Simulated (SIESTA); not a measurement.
A run of SIESTA 5.4.2 is set up as follows.

File PbSe.fdf:

```
SystemName                      Clausthalite
SystemLabel                     PbSe
NumberOfSpecies                 2
NumberOfAtoms                   2
%block ChemicalSpeciesLabel
  1  82 Pb
  2  34 Se
%endblock ChemicalSpeciesLabel

LatticeConstant                 1.0 Ang
%block LatticeVectors
     0.0000000000     3.0606500000     3.0606500000
     3.0606500000     0.0000000000     3.0606500000
     3.0606500000     3.0606500000     0.0000000000
%endblock LatticeVectors
AtomicCoordinatesFormat         Fractional
%block AtomicCoordinatesAndAtomicSpecies
     0.0000000000     0.0000000000     0.0000000000  1  Pb
     0.5000000000     0.5000000000     0.5000000000  2  Se
%endblock AtomicCoordinatesAndAtomicSpecies

%block kgrid.MonkhorstPack
    8   0   0  0.0
    0   8   0  0.0
    0   0   8  0.0
%endblock kgrid.MonkhorstPack
%block XC.Mix
  2
  GGA LIBXC-00-GGA_X_B86_MGC 1.0 0.0
  GGA LIBXC-00-GGA_C_PBE 0.0 1.0
%endblock XC.Mix
PAO.BasisSize                   DZP
PAO.EnergyShift                 0.002 Ry
Mesh.Cutoff                     500 Ry
OccupationFunction              FD
ElectronicTemperature           0.05 eV
MaxSCFIterations                120
SCF.MustConverge                false
SCF.Mixer.Method                Pulay
SCF.Mixer.Weight                0.25
SCF.Mixer.History               8
SCF.DM.Tolerance                5.0e-05
SCF.H.Tolerance                 1.0e-03 eV
WriteForces                     true
Charge.Mulliken                 end
BandLinesScale                  ReciprocalLatticeVectors
%block BandLines
    1    0.000000   0.000000   0.000000  \Gamma
   12    0.500000   0.000000   0.500000  X
    6    0.500000   0.250000   0.750000  W
    4    0.375000   0.375000   0.750000  K
   13    0.000000   0.000000   0.000000  \Gamma
   11    0.500000   0.500000   0.500000  L
    8    0.625000   0.250000   0.625000  U
    4    0.500000   0.250000   0.750000  W
    9    0.500000   0.500000   0.500000  L
    8    0.375000   0.375000   0.750000  K
    1    0.625000   0.250000   0.625000  U
    4    0.500000   0.000000   0.500000  X
%endblock BandLines
```

Potentials or basis: PseudoDojo 0.4 standard (PBE files), DZP (energy shift 0.002 Ry).

Launch:

```console
$ siesta PbSe.fdf > PbSe.out 2>&1
```

**Question.** Estimate the band gap on the k mesh.

**Answer.** 0.41 eV, direct.

**Question.** What does it give for the band gap along the path?

**Answer.** 0.41 eV, direct.

Levels at the corners of the path, in eV from the valence-band top:
| point | band 11 | band 12 | band 13 | band 14 | band 15 | band 16 | band 17 | band 18 | band 19 | band 20 |
| --- | --- | --- | --- | --- | --- | --- | --- | --- | --- | --- |
| Γ | -13.59 | -6.37 | -1.82 | -1.82 | -1.82 | 4.73 | 4.73 | 4.73 | 7.46 | 7.46 |
| X | -12.15 | -7.43 | -4.99 | -3.20 | -3.20 | 4.26 | 5.73 | 5.73 | 6.15 | 13.67 |
| W | -12.12 | -8.06 | -4.22 | -4.22 | -0.78 | 2.03 | 5.25 | 5.25 | 8.25 | 8.25 |
| K | -12.16 | -8.09 | -4.57 | -2.69 | -2.37 | 3.62 | 4.15 | 5.62 | 6.37 | 11.15 |
| Γ | -13.59 | -6.37 | -1.82 | -1.82 | -1.82 | 4.73 | 4.73 | 4.73 | 7.46 | 7.46 |
| L | -12.51 | -8.86 | -1.44 | -1.44 | 0.00 | 0.41 | 1.95 | 1.95 | 8.96 | 11.59 |
| U | -12.16 | -8.09 | -4.57 | -2.69 | -2.37 | 3.62 | 4.15 | 5.62 | 6.37 | 11.15 |
| W | -12.12 | -8.06 | -4.22 | -4.22 | -0.78 | 2.03 | 5.25 | 5.25 | 8.25 | 8.25 |
| L | -12.51 | -8.86 | -1.44 | -1.44 | 0.00 | 0.41 | 1.95 | 1.95 | 8.96 | 11.59 |
| K | -12.16 | -8.09 | -4.57 | -2.69 | -2.37 | 3.62 | 4.15 | 5.62 | 6.37 | 11.15 |
| U | -12.16 | -8.09 | -4.57 | -2.69 | -2.37 | 3.62 | 4.15 | 5.62 | 6.37 | 11.15 |
| X | -12.15 | -7.43 | -4.99 | -3.20 | -3.20 | 4.26 | 5.73 | 5.73 | 6.15 | 13.67 |

Caveat: spin-orbit coupling is left out, which as a rule narrows the gap of such compounds by several tenths of an eV; the basis of atomic orbitals isn't converged, which shifts pressures, moduli and gaps.

**Measured values to compare with.**

A printed reference work, monograph reports, for a bulk crystal of PbSe at 300 K: band gap 0.28 eV (direct).

A measured gap of PbSe is 0.28 eV (direct; 300 K; a printed reference work, monograph); the calculated 0.41 eV misses it by +0.13 eV. 2 values of this kind are on record (0.15 to 0.28 eV); this one was drawn at random. Spin-orbit coupling on Pb, Se is left out. The value is that of B86bPBE in an atomic basis (PseudoDojo 0.4 standard (PBE files), DZP (energy shift 0.002 Ry)), whose error adds to the functional's,, without temperature or zero-point motion.
